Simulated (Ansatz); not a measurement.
GaN

Level of theory: DFT, PBEsol, scalar-relativistic, no spin polarisation; plane waves to 420 eV with PAW datasets (Ansatz 0.2.0), Γ-centred 12×12×6 mesh, 0.05 eV Gaussian smearing; PAW files: Ansatz's generated set soft_2.

```
CELL_PARAMETERS angstrom
3.18274 0.00000 0.00000
-1.59137 2.75633 0.00000
0.00000 0.00000 5.18541
ATOMIC_POSITIONS crystal
Ga 0.33333 0.66667 0.99919
Ga 0.66667 0.33333 0.49919
N 0.33333 0.66667 0.37581
N 0.66667 0.33333 0.87581
```

The chain of runs began from a cell as deposited in COD, expanded in volume. Of that entry: the entry's cell lengths or inner coordinates differ somewhat from later room-temperature determinations.

| Quantity | Value |
| --- | --- |
| Space group | P6_3mc (No. 186) |
| Volume | 11.37 Å³/atom |
| Bulk modulus (Birch–Murnaghan) | 188 GPa |
| Pressure derivative B0′ | 4.4 |

**Question.** Fill in the formation energy from the elements (0 K, uncorrected) (PBEsol).

**Answer.** -0.59 eV/atom.

**Question.** Estimate the band gap at this level of theory (PBEsol).

**Answer.** 1.87 eV.

Within 0.6 eV of the edges the projected states are 91 % N 2p at the top of the valence band and 44 % N 2s at the bottom of the conduction band. The conduction edge mixes several shells, so no single label fits the gap.

Formal charges Ga³⁺, N³⁻ balance and leave closed shells on every ion, so a band insulator is expected, and the gap is 1.87 eV.

**The experiment.** The Crystallography Open Database holds a cell as deposited of hexagonal GaN (space group P6_3mc), temperature not stated (2015, doi:10.1039/C5TC00475F): a, c = 3.197, 5.207 Å, 11.52 Å³/atom.

From “Studying electronic properties in GaN without electrical contacts using γ-γ vs e−-γ Perturbed Angular Correlations”, 2019, pmc:6823545, for a bulk crystal of GaN: band gap 3.503 ± 0.005 eV (direct).

The results are compared with them further down.

**Against experiment.** PBEsol gives 3.183, 5.185 Å and 11.37 Å³/atom, −1.3 % in volume (−0.4 % in length) from the database's cell. PBEsol was built to cure PBE's overestimate of volumes, and the static lattice lacks thermal expansion. Against the measured gap of GaN, 3.503 eV (direct; quoted in “Studying electronic properties in GaN without electrical contacts using γ-γ vs e−-γ Perturbed Angular Correlations”, 2019, pmc:6823545), the calculated 1.87 eV is off by -1.63 eV. Kohn–Sham gaps of semilocal functionals mostly fall below measured ones. Temperature and excitons aren't in the calculation.

Semilocal functionals underestimate band gaps, commonly by a third or more.
